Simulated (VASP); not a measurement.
Input of a VASP 6.6.1 run:

Contents of INCAR:

```
PREC = Accurate
ENCUT = 600
EDIFF = 1E-7
ISMEAR = -1
SIGMA = 0.05
LREAL = F
LASPH = T
NELM = 100
ALGO = Normal
ISIF = 3
LWAVE = F
LCHARG = F
GGA = PE
IBRION = 2
NSW = 40
EDIFFG = -0.01
```

KPOINTS

```
regular mesh
0
Gamma
  4 4 4
```

POSCAR

```
CsSnI3
1.0
    6.2057000000      0.0000000000      0.0000000000
    0.0000000000      6.2057000000      0.0000000000
    0.0000000000      0.0000000000      6.2057000000
Cs I Sn
1 3 1
Direct
    0.0000000000      0.0000000000      0.0000000000
    0.5000000000      0.5000000000      0.0000000000
    0.5000000000      0.0000000000      0.5000000000
    0.0000000000      0.5000000000      0.5000000000
    0.5000000000      0.5000000000      0.5000000000
```

Potentials or basis: VASP PAW PBE potentials, release 64 (Cs_sv_GW, I_GW, Sn_d_GW).

Launch:

```sh
$ cat potpaw_PBE.64/Cs_sv_GW/POTCAR potpaw_PBE.64/I_GW/POTCAR potpaw_PBE.64/Sn_d_GW/POTCAR > POTCAR
$ mpirun -np 1 vasp_std > vasp.out
```

Q: Estimate the space group after relaxing (to 0.05 Å).

A: Pm-3m (No. 221).

Q: Estimate the relaxed volume.

A: 49.99 Å³/atom.

Final structure:
```xyz
5
Lattice="6.2994 0.0000 0.0000 0.0000 6.2994 0.0000 0.0000 0.0000 6.2994" Properties=species:S:1:pos:R:3 pbc="T T T"
Cs    0.0000    0.0000    0.0000
I     3.1497    3.1497    0.0000
I     3.1497    0.0000    3.1497
I     0.0000    3.1497    3.1497
Sn    3.1497    3.1497    3.1497
```

 Zero-point motion and thermal expansion aren't in these numbers.
